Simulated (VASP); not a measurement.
## From an Ansatz input to VASP: SrCl$_{2}$ (strained fluorite)

Ansatz input

```yaml
crystal:
  lattice:
    - [-0.0524657713, 3.4977180853, 3.4977180853]
    - [3.4977180853, -0.0524657713, 3.4977180853]
    - [3.445252314, 3.445252314, 0.0]
  atoms:
    - { symbol: Sr, position: [0.0, 0.0, 0.0] }
    - { symbol: Cl, position: [0.2524415843, 0.2524415843, 0.2475584157] }
    - { symbol: Cl, position: [0.7475584157, 0.7475584157, 0.7524415843] }
kpoints:
  mp_grid: { grid: [6, 6, 6] }
  band_path:
    path:
      - [0.0, 0.0, 0.0]
      - [0.5, 0.0, 0.5]
      - [0.625, 0.25, 0.625]
      - [0.375, 0.375, 0.75]
      - [0.5, 0.5, 0.5]
      - [0.5, 0.25, 0.75]
      - [0.5, 0.5, 0.0]
    npoints: 1
hamiltonian:
  xc: pbe
scf:
  occupations: { method: fermi_dirac, width: 0.02 }
  n_extra_bands: 4
output:
  forces: true
  stress: true
  eigenvalues: true
  write_density: true
  write_potential: true
  elf: true
  volumetric_format: npy
```

Problem. Which VASP files do the same job?

Solution. 

INCAR

```
NSW = 0
GGA = PE
EDIFF = 1E-7
IBRION = -1
ISMEAR = -1
NBANDS = 19
SIGMA = 0.02
LWAVE = .FALSE.
NELM = 120
ISIF = 2
ENCUT = 520
LREAL = .FALSE.
LASPH = .TRUE.
PREC = Accurate
LCHARG = .FALSE.
```

KPOINTS

```
KPOINTS created by Atomic Simulation Environment
0
Gamma
6 6 6
0 0 0
```

KPOINTS_OPT

```
special points
7
Reciprocal
0.0000000000 0.0000000000 0.0000000000 1
0.5000000000 0.0000000000 0.5000000000 1
0.6250000000 0.2500000000 0.6250000000 1
0.3750000000 0.3750000000 0.7500000000 1
0.5000000000 0.5000000000 0.5000000000 1
0.5000000000 0.2500000000 0.7500000000 1
0.5000000000 0.5000000000 0.0000000000 1
```

POSCAR

```
Sr Cl
 1.0000000000000000
    -0.0524657713000000    3.4977180852999998    3.4977180852999998
     3.4977180852999998   -0.0524657713000000    3.4977180852999998
     3.4452523140000002    3.4452523140000002    0.0000000000000000
 Sr  Cl
   1   2
Cartesian
 -0.0000000000000000 -0.0000000000000000  0.0000000000000000
  1.7226261569999999  1.7226261569999999  1.7659389896137447
  5.1678784709999990  5.1678784709999990  5.2294971809862529
```

VASP ran with the recommended PBE PAW datasets (24 valence electrons in the cell). Other inputs would serve too.

|  | Ansatz | VASP |
| --- | --- | --- |
| gap between bands v and c | 5.31 eV | 5.31 eV |
| least direct gap | 5.51 eV | 5.51 eV |
| pressure | 0.7 GPa | 0.8 GPa |

Datasets and cutoffs are each program's own. VASP's cell holds 24 valence electrons and Ansatz's 24. Ansatz's stress includes a Pulay correction; VASP's doesn't.
